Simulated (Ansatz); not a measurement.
## Formation energy and levels of the self-interstitial Li_i (8-fold void) in LiLaC2O6 (C2/c)

Wanted: the transition levels of a self-interstitial in LiLaC2O6 (C2/c), from a cell of 80 host atoms with 1 Li put in.

Method: place-levels on PBEsol runs: charge-transition levels and formation energies with image-charge correction and potential alignment at the atomic sites, in Ansatz 0.2.0.

**1. Starting point**

The cell holds 81 atoms: 9 Li, 8 La, 16 C and 48 O. Its edges and angles: a = 10.418 Å, b = 8.392 Å, c = 12.799 Å, α = 54.2°, β = 80.4°, γ = 85.0°. It derives from LiLaC2O6 (space group C2/c). Nearest the centre at fractional (0.263, 0.416, 0.877): Li81 at 0.00 Å, Li1 at 2.05 Å, O42 at 2.07 Å, O70 at 2.07 Å, C18 at 2.08 Å, C30 at 2.14 Å, O33 at 2.25 Å, O74 at 2.27 Å.

Known beforehand: the electronic dielectric constant, principal values (2.88, 3.39, 3.47), and the static one, principal values (8.50, 10.45, 10.91), from a response run on this crystal (DFPT, PBEsol) at that run's own cell.

The cell's shortest repeat is 8.4 Å.

**2. What was run first**

A transition level is the Fermi level at which two charge states cost the same, so each charge needs its own total energy, at its own relaxed structure.

Each atom starts 0.05 Å or so off its site in a random direction. Forces are taken at one point at (¼, ¼, ¼). The cell holds 1 electron more than the neutral one, with a uniform background that keeps it neutral on the whole.

The sampling was tested on the host first: at the k-points planned (1x1x1 shifted 0.25 0.25 0.25) its energy lies 0.000 eV an atom from the dense-mesh value, under the bound of 0.02 eV set for this test; that bounds the host's error, not the defect's.

One of the inputs; charge, spin and start change from state to state.

The input, qm1.relax_smeared/input.yaml:

```yaml
crystal:
  lattice:
    - [-3.88472433, 7.84797109, 5.64448968]
    - [6.22569243, 0.0, 5.62788045]
    - [10.11041675, 7.84797109, -0.01660923]
  atoms:
    - { symbol: Li, position: [0.25080399, 0.49919601, 0.00080399] }
    - { symbol: Li, position: [0.25080399, 0.49919601, 0.50080399] }
    - { symbol: Li, position: [0.75080399, 0.99919601, 0.00080399] }
    - { symbol: Li, position: [0.75080399, 0.99919601, 0.50080399] }
    - { symbol: Li, position: [0.24919601, 0.00080399, 0.49919601] }
    - { symbol: Li, position: [0.24919601, 0.00080399, 0.99919601] }
    - { symbol: Li, position: [0.74919601, 0.50080399, 0.49919601] }
    - { symbol: Li, position: [0.74919601, 0.50080399, 0.99919601] }
    - { symbol: La, position: [0.02788434, 0.22211566, 0.27788434] }
    - { symbol: La, position: [0.02788434, 0.22211566, 0.77788434] }
    - { symbol: La, position: [0.52788434, 0.72211566, 0.27788434] }
    - { symbol: La, position: [0.52788434, 0.72211566, 0.77788434] }
    - { symbol: La, position: [0.47211566, 0.27788434, 0.22211566] }
    - { symbol: La, position: [0.47211566, 0.27788434, 0.72211566] }
    - { symbol: La, position: [0.97211566, 0.77788434, 0.22211566] }
    - { symbol: La, position: [0.97211566, 0.77788434, 0.72211566] }
    - { symbol: C, position: [0.07989325, 0.29152497, 0.47635008] }
    - { symbol: C, position: [0.07989325, 0.29152497, 0.97635008] }
    - { symbol: C, position: [0.57989325, 0.79152497, 0.47635008] }
    - { symbol: C, position: [0.57989325, 0.79152497, 0.97635008] }
    - { symbol: C, position: [0.22635008, 0.9022317, 0.32989325] }
    - { symbol: C, position: [0.22635008, 0.9022317, 0.82989325] }
    - { symbol: C, position: [0.72635008, 0.4022317, 0.32989325] }
    - { symbol: C, position: [0.72635008, 0.4022317, 0.82989325] }
    - { symbol: C, position: [0.42010675, 0.20847503, 0.02364992] }
    - { symbol: C, position: [0.42010675, 0.20847503, 0.52364992] }
    - { symbol: C, position: [0.92010675, 0.70847503, 0.02364992] }
    - { symbol: C, position: [0.92010675, 0.70847503, 0.52364992] }
    - { symbol: C, position: [0.27364992, 0.5977683, 0.17010675] }
    - { symbol: C, position: [0.27364992, 0.5977683, 0.67010675] }
    - { symbol: C, position: [0.77364992, 0.0977683, 0.17010675] }
    - { symbol: C, position: [0.77364992, 0.0977683, 0.67010675] }
    - { symbol: O, position: [0.11549579, 0.32393921, 0.05314621] }
    - { symbol: O, position: [0.11549579, 0.32393921, 0.55314621] }
    - { symbol: O, position: [0.61549579, 0.82393921, 0.05314621] }
    - { symbol: O, position: [0.61549579, 0.82393921, 0.55314621] }
    - { symbol: O, position: [0.30314621, 0.75741878, 0.36549579] }
    - { symbol: O, position: [0.30314621, 0.75741878, 0.86549579] }
    - { symbol: O, position: [0.80314621, 0.25741878, 0.36549579] }
    - { symbol: O, position: [0.80314621, 0.25741878, 0.86549579] }
    - { symbol: O, position: [0.38450421, 0.17606079, 0.44685379] }
    - { symbol: O, position: [0.38450421, 0.17606079, 0.94685379] }
    - { symbol: O, position: [0.88450421, 0.67606079, 0.44685379] }
    - { symbol: O, position: [0.88450421, 0.67606079, 0.94685379] }
    - { symbol: O, position: [0.19685379, 0.74258122, 0.13450421] }
    - { symbol: O, position: [0.19685379, 0.74258122, 0.63450421] }
    - { symbol: O, position: [0.69685379, 0.24258122, 0.13450421] }
    - { symbol: O, position: [0.69685379, 0.24258122, 0.63450421] }
    - { symbol: O, position: [0.07883654, 0.11499267, 0.00497692] }
    - { symbol: O, position: [0.07883654, 0.11499267, 0.50497692] }
    - { symbol: O, position: [0.57883654, 0.61499267, 0.00497692] }
    - { symbol: O, position: [0.57883654, 0.61499267, 0.50497692] }
    - { symbol: O, position: [0.25497692, 0.05119387, 0.32883654] }
    - { symbol: O, position: [0.25497692, 0.05119387, 0.82883654] }
    - { symbol: O, position: [0.75497692, 0.55119387, 0.32883654] }
    - { symbol: O, position: [0.75497692, 0.55119387, 0.82883654] }
    - { symbol: O, position: [0.42116346, 0.38500733, 0.49502308] }
    - { symbol: O, position: [0.42116346, 0.38500733, 0.99502308] }
    - { symbol: O, position: [0.92116346, 0.88500733, 0.49502308] }
    - { symbol: O, position: [0.92116346, 0.88500733, 0.99502308] }
    - { symbol: O, position: [0.24502308, 0.44880613, 0.17116346] }
    - { symbol: O, position: [0.24502308, 0.44880613, 0.67116346] }
[... 10 lines left out ...]
    - { symbol: O, position: [0.04719536, 0.43145407, 0.36551168] }
    - { symbol: O, position: [0.04719536, 0.43145407, 0.86551168] }
    - { symbol: O, position: [0.54719536, 0.93145407, 0.36551168] }
    - { symbol: O, position: [0.54719536, 0.93145407, 0.86551168] }
    - { symbol: O, position: [0.11551168, 0.90583889, 0.29719536] }
    - { symbol: O, position: [0.11551168, 0.90583889, 0.79719536] }
    - { symbol: O, position: [0.61551168, 0.40583889, 0.29719536] }
    - { symbol: O, position: [0.61551168, 0.40583889, 0.79719536] }
  supercell: [1, 1, 1]
  defects:
    - { interstitial: { symbol: Li, position: [0.263411, 0.416483, 0.87723] } }
total_charge: -1
basis:
  ecutwfc: 420
  xc_grid: 2
hamiltonian:
  xc: pbesol
kpoints:
  mp_grid: { grid: [1, 1, 1], shift: [0.25, 0.25, 0.25] }
scf:
  occupations: { method: fermi_dirac, width: 0.01 }
  max_iter: 80
output:
  forces: true
  charged_corrections:
    epsilon: [[3.25, 0.0, 0.29], [0.0, 3.39, 0.0], [0.29, 0.0, 3.1]]
    static_epsilon: [[10.11, 0.0, 1.14], [0.0, 10.45, 0.0], [1.14, 0.0, 9.3]]
relax:
  f_tol: 0.02
  max_steps: 80
  random_displacement: { amplitude: 0.05, seed: 9308 }
checkpoint:
  write: "../qm1.relax_smeared.run"
  compress: false
  write_wavefunctions: true
  write_every: 100000
```

Launch:

```bash
> ansatz run input.yaml --threads 4 --pin off --max-ram 7536MiB --backend cpu --events-out ev --progress --plain --runs-dir out
```

Defect states can disperse in a cell of this size, so the energy is taken again at a 2×2×2 shifted mesh, on the relaxed structure.

The run of this state that the levels use, under PBEsol:

The input, qm1.point/input.yaml:

```yaml
crystal:
  checkpoint: "../qm1.relax_smeared.run"
  host: checkpoint
total_charge: -1
basis:
  ecutwfc: 420
  xc_grid: 2
hamiltonian:
  xc: pbesol
kpoints:
  mp_grid: { grid: [2, 2, 2], shift: [0.5, 0.5, 0.5] }
scf:
  occupations: { method: fermi_dirac, width: 0.01 }
  max_iter: 80
output:
  forces: true
  eigenvalues: true
  charged_corrections:
    epsilon: [[3.25, 0.0, 0.29], [0.0, 3.39, 0.0], [0.29, 0.0, 3.1]]
    static_epsilon: [[10.11, 0.0, 1.14], [0.0, 10.45, 0.0], [1.14, 0.0, 9.3]]
    defect_position: [0.263411, 0.416483, 0.87723]
  eigenstates: { localisation: true }
  populations: true
  band_densities: [{ bands: [v1, v1] }, { bands: [c1, c1] }]
  write_density: true
  write_potential: true
  volumetric_format: npy
  elf: true
checkpoint:
  read: "../qm1.relax_smeared.run"
  write: "../qm1.point.run"
  compress: false
  write_wavefunctions: false
  write_every: 100000
```

Relaxations under PBEsol at one point at (¼, ¼, ¼); times on 4 threads of Arm Neoverse V1, shared host:

| charge | moment (μB) | occupations | outcome | steps | largest displacement against the far atoms (Å) | time |
| --- | --- | --- | --- | --- | --- | --- |
| −1 | 0 | fixed | not converged | 1 | - | 2.1 min |
| −1 | 0 | fermi-dirac | converged | 26 | 1.04 | 8.6 min |
| 0 | 1 | fixed | converged | 13 | 0.57 | 12 min |
| +1 | 0 | fixed | converged | 13 | 0.54 | 3.1 min |
| −1 | 2 | fixed | converged | 31 | 1.37 | 25 min |

Single points under PBEsol at a 2×2×2 shifted mesh; times on 4 threads of Arm Neoverse V1, shared host:

| charge | moment (μB) | occupations | outcome | time |
| --- | --- | --- | --- | --- |
| −1 | 0 | fermi-dirac | converged | 1.7 min |
| 0 | 1 | fermi-dirac | converged | 5.2 min |
| +1 | 0 | fermi-dirac | converged | 98 s |
| −1 | 2 | fermi-dirac | converged | 5.9 min |

Distances (Å) from Li81 to the nearest atoms after relaxation with PBEsol:

| charge | moment (μB) | 1. | 2. | 3. | 4. | 5. | 6. |
| --- | --- | --- | --- | --- | --- | --- | --- |
| −1 | 0 | O 1.87 | O 1.87 | O 2.06 | O 2.07 | C 2.15 | Li 2.44 |
| −1 | 2 | O 1.92 | O 1.92 | O 1.94 | O 2.01 | C 2.14 | Li 2.42 |
| 0 | 1 | O 1.90 | O 2.05 | O 2.12 | O 2.13 | Li 2.22 | O 2.23 |
| +1 | 0 | O 1.91 | O 2.02 | O 2.15 | O 2.17 | O 2.19 | Li 2.22 |

**3. Placing the levels, PBEsol**

A charged cell interacts with its images and the background, and its potential has another zero than the host's. place-levels removes the first by a point-charge model, screened by the static dielectric constant since the ions have relaxed around the charge, and the second by comparing potentials at atoms far from the defect.

The host is a run of the defect-free crystal in the same cutoffs, grids and k-points, so that basis and sampling errors cancel in part in the differences. Its band edges come from a run of the primitive cell that searches the zone for them. The host is run in a cell of 40 atoms on a matching mesh. Chemical potentials are energies per atom of Li (bcc), run with the same functional and cutoff.

The input, levels.point.yaml:

```yaml
host:
  run: host.point.run
  levels_from: { run: edges.point.run }
states: [qm1.point.run, q0_M1.point.run, qp1.point.run, qm1_M2.point.run]
geometry_from:
  qm1.point.run: qm1.relax_smeared.run
  q0_M1.point.run: q0_M1.relax.run
  qp1.point.run: qp1.relax.run
  qm1_M2.point.run: qm1_M2.relax.run
  host.point.run: host.relax.run
chemical_potentials:
  Li:
    energy: -202.99658
    dataset: "<sha256 of the dataset>"
epsilon:
  - [3.25, 0.0, 0.29]
  - [0.0, 3.39, 0.0]
  - [0.29, 0.0, 3.1]
static_epsilon:
  - [10.11, 0.0, 1.14]
  - [0.0, 10.45, 0.0]
  - [1.14, 0.0, 9.3]
vertical:
  - { from: qm1.point.run, to: qm1.point_neutral.run }
  - { from: qp1.point.run, to: qp1.point_neutral.run }
  - { from: qm1_M2.point.run, to: qm1_M2.point_neutral.run }
```

Launch:

```bash
> ansatz place-levels levels.point.yaml -- --threads 4 --pin off --max-ram 7536MiB
```

Numbers of over 12 decimals in the logs are rounded to 6 here.

Output:

```text
[... repeated set-up lines and file paths are left out, and long positions are rounded to six places ...]
(+1/0) 4.462 eV above the valence edge (+4.462 eV without the band-filling correction), 0.000 eV under the conduction edge; not on the lower envelope
(0/-1) 3.634 eV above the valence edge (+3.634 eV without the band-filling correction), 0.828 eV under the conduction edge; not on the lower envelope
(+1/-1) 4.048 eV above the valence edge, 0.414 eV under the conduction edge: charges between them are lowest nowhere
formation energy of charge +1: -3.171 eV with the Fermi level at the valence edge
formation energy of charge 0: +1.291 eV with the Fermi level at the valence edge
formation energy of charge -1: +4.925 eV with the Fermi level at the valence edge
vertical -1 to 0: no energy, since no alignment is typed
  the change from vertical[0].from (qm1.point.run) to vertical[0].to (qm1.point_neutral.run): by its potential at epsilon [[3.25, 0, 0.29], [0, 3.39, 0], [0.29, 0, 3.1]] it stands at 0.285 0.656 0.645, with an rms radius of about 1.7 Å (1.1 0.8 1.0 Å across [...]
vertical +1 to 0: no energy, since no alignment is typed
  the change from vertical[1].from (qp1.point.run) to vertical[1].to (qp1.point_neutral.run): by its potential at epsilon [[3.25, 0, 0.29], [0, 3.39, 0], [0.29, 0, 3.1]] it stands at 0.242 0.478 0.782, with an rms radius of about 5.5 Å (3.5 2.7 3.2 Å across [...]
vertical -1 to 0: no energy, since no alignment is typed
  the change from vertical[2].from (qm1_M2.point.run) to vertical[2].to (qm1_M2.point_neutral.run): by its potential at epsilon [[3.25, 0, 0.29], [0, 3.39, 0], [0.29, 0, 3.1]] it is spread over the cell along a vector, with an rms radius of about 6.0 Å (3.4 [...]
  edges by pbesol of host.levels_from (edges.point.run), its mesh sampled to repeats of 32.00 Å (the valence edge +0.018 eV and the conduction edge -0.026 eV from those of the host's own run), gap 4.462 eV; the host is sampled to repeats of 20.84 Å
  the defect's cells are sampled to repeats of 20.84 Å, like sampling
  charge +1: -82050.7366 eV with its correction of +0.243 eV, at epsilon [[10.11, 0, 1.14], [0, 10.45, 0], [1.14, 0, 9.3]], aligned at sites: +0.0348 eV, mean over 56 atomic sites at or beyond 4.20 Å from the defect at [0.2634, 0.4165, 0.8772], with -0.028187 [...]
  charge 0: +0.000 eV for its dipole among its images, +0.000 omitted
  states[1] (q0_M1.point.run): levels filled in part (TS 0.008 eV): its energy is of no whole electron's
  charge -1: -82031.7254 eV with its correction of +0.070 eV, at epsilon [[10.11, 0, 1.14], [0, 10.45, 0], [1.14, 0, 9.3]], aligned at sites: +0.1384 eV, mean over 56 atomic sites at or beyond 4.20 Å from the defect at [0.2634, 0.4165, 0.8772], with +0.001417 [...]
  charge -1: states[3] (qm1_M2.point.run) stands 0.810 eV higher, with a moment of 2.00 μB against 0.00
  states[3] (qm1_M2.point.run): levels filled in part (TS 0.009 eV): its energy is of no whole electron's
  of states[2] (qp1.point.run): it parts from the run at its places by a charge that spreads by about 2.7 Å along one vector (1.2 Å or more is wide), by its potential at epsilon [[3.25, 0, 0.29], [0, 3.39, 0], [0.29, 0, 3.1]], taken for that of held ions (one [...]
  of states[1] (q0_M1.point.run): a band-filling correction moves a carrier to the host's band edge, which changes its energy by -0.000 eV; its displacements don't fall off away from the defect: farther atoms stand 0.053 Å off the host's places. [...]
  of states[0] (qm1.point.run): its displacements don't fall off away from the defect: farther atoms stand 0.071 Å off the host's places. [...]
  of states[3] (qm1_M2.point.run): how wide its charge is, is not read beside other atoms or cores, and a band state would take no correction. [...]
  of vertical[0].from (qm1.point.run): its displacements don't fall off away from the defect: farther atoms stand 0.071 Å off the host's places. [...]
  of vertical[0].to (qm1.point_neutral.run): its displacements don't fall off away from the defect: farther atoms stand 0.071 Å off the host's places. [...]
  of vertical[1].from (qp1.point.run): its displacements don't fall off away from the defect: farther atoms stand 0.055 Å off the host's places. [...]
  vertical[1].to (qp1.point_neutral.run): levels filled in part (TS 0.010 eV): its energy is of no whole electron's
  of vertical[1].to (qp1.point_neutral.run): its displacements don't fall off away from the defect: farther atoms stand 0.055 Å off the host's places. [...]
  vertical[2].from (qm1_M2.point.run): levels filled in part (TS 0.009 eV): its energy is of no whole electron's
  of vertical[2].from (qm1_M2.point.run): its displacements don't fall off away from the defect: farther atoms stand 0.056 Å off the host's places. [...]
  of vertical[2].to (qm1_M2.point_neutral.run): its displacements don't fall off away from the defect: farther atoms stand 0.056 Å off the host's places. [...]
```

Run time: 0.64 s. Hardware: 4 threads of Arm Neoverse V1, shared host.

Levels between the charges placed, in eV above the valence top:

|  | gap (eV) | (+1/0) | (0/−1) |
| --- | --- | --- | --- |
| PBEsol | 4.46 | 4.46 | 3.63 |

Corrections by state:

| charge | moment (μB) | image terms and alignment (eV) | band filling (eV) | ε used | over the lowest of its charge, as the program ranks them, band filling apart (eV) |
| --- | --- | --- | --- | --- | --- |
| +1 | 0.0 | 0.243 | - | principal values (8.50, 10.45, 10.91) | 0.000 |
| 0 | 1.0 | 0.000 | 0.000 | - | 0.000 |
| −1 | 0.0 | 0.070 | - | principal values (8.50, 10.45, 10.91) | 0.000 |
| −1 | 2.0 | 0.000 | - | principal values (8.50, 10.45, 10.91) | 0.810 |

The charged structures listed were also run neutral, and place-levels reads from each pair, by the potential or the spins, how wide the charge is by which they differ; that can be the carrier of either run.

| charge | rms radius (Å) | spread where it is widest against the cell (Å) | wide from (Å) | reading |
| --- | --- | --- | --- | --- |
| +1 | 5.5 | 2.72 | 1.18 | wide |
| −1 | 1.7 | 0.81 | 1.18 | narrow |

The neutral runs of these pairs need not share the spin of the lowest neutral state, and very wide values only mean spread over the cell.

From the program's caveats on the states, each cut to its opening words:

- charge +1: it parts from the run at its places by a charge that spreads by about 2.7 Å along one vector (1.2 Å or more is wide), by its potential at epsilon [[3.25, 0, [...]
- charge +1: its displacements don't fall off away from the defect: farther atoms stand 0.055 Å off the host's places
- charge 0 (1 μB): a band-filling correction moves a carrier to the host's band edge, which changes its energy by -0.000 eV
- charge 0 (1 μB): its displacements don't fall off away from the defect: farther atoms stand 0.053 Å off the host's places
- charge −1: its displacements don't fall off away from the defect: farther atoms stand 0.071 Å off the host's places
- charge −1 (2 μB): how wide its charge is, is not read beside other atoms or cores, and a band state would take no correction
- charge −1 (2 μB): its displacements don't fall off away from the defect: farther atoms stand 0.056 Å off the host's places
- charge −1 (2 μB): its moments are held at its close (magnetization.spin_locking), by a field of 0.089 eV a Bohr magneton, and its energy and levels are of the state that this [...]

Chemical potentials of the elements' reference phases, run alike. Formation energy by charge state (elemental references; gap 4.46 eV):

| charge | at valence top (eV) | at conduction bottom (eV) | correction included (eV) |
| --- | --- | --- | --- |
| +1 | -3.17 | 1.29 | 0.24 |
| 0 | 1.29 | 1.29 | 0.00 |
| −1 | 4.92 | 0.46 | 0.07 |

(Fermi level (eV), lowest formation energy (eV)): (0.00, -3.17), (0.41, -2.77), (0.81, -2.36), (1.22, -1.96), (1.62, -1.55), (2.03, -1.14), (2.44, -0.74), (2.84, -0.33), (3.25, 0.07), (3.65, 0.48), (4.06, 0.87), (4.46, 0.46)

**4. Outcome**

```
gap of the host                                                             : 4.46 eV (PBEsol)
level (plus 1/0)                                                            : 4.46 eV above the valence top, at the conduction bottom, not a change between lowest states (4.46 eV above the valence top without the band-filling term)
level (0/minus 1)                                                           : 3.63 eV above the valence top, not a change between lowest states (3.63 eV above the valence top without the band-filling term)
level (plus 1/minus 1)                                                      : 4.05 eV above the valence top
lowest of the charges placed, just above the valence top (0.02 eV)          : +1
lowest of the charges placed, just below the conduction bottom (0.02 eV)    : −1
lowest formation energy at mid-gap of the charges run, elemental references : -0.94 eV
standing of these levels                                                    : doubtful, see below
```

**Reading.** Of the charges placed (−1, 0 and +1), the lowest changes at 4.05 eV (+1/−1) above the valence top, in a gap of 4.46 eV. A neutral run at a charged structure lies 0.28 eV below the neutral state placed. Unless it holds a band carrier, charge 0 isn't at its lowest here, and with that energy the steps would read (+1/0) 4.18 eV and (0/−1) 3.91 eV, which can change which charges are lowest. (+1/−1) passes over charge 0, which lies 0.41 eV above the two there; a lower structure or spin state of it, if missed, would change that. Charges above +1 and below −1 were not placed, so these runs say nothing of levels that involve them. States placed: +1 at 0 μB; 0 at 1 μB; −1 at 0 μB and 2 μB. Other spin states or structures, where not listed, weren't placed. At charge −1 the atom put in ends up to 1.4 Å from its starting place, so the name tells the start alone and the levels can join different sites. Keep in mind: the images are only 8.4 Å apart; PBEsol makes the gap too small and tends to spread out bound carriers; where a gas molecule sets a chemical potential or the host's formation energy, its binding is uncorrected; spin–orbit coupling, which can matter with heavy atoms, is left out; force components of up to 0.11 eV/Å remain in a run at the final settings.

[Logs are printed without paths, hosts, clocks, repeated set-up lines and the standing remarks that a program may print on its own settings, such as how far it seeks lower states.]

[Hosts, paths, dates, database ids (printed as entryN), source tags and the programs' standing remarks are cut or masked in the printed files.]

[Where a table of states has a column of steps, it counts the stored structures, which are thinned; the runs took as many ionic steps or more.]

[A defect's name tells the site on which it was built; relaxed atoms can leave that site.]

[For some hosts the program warned that the k-mesh of the response run may be too coarse for force constants and the static dielectric constant; such warnings are not shown here.]
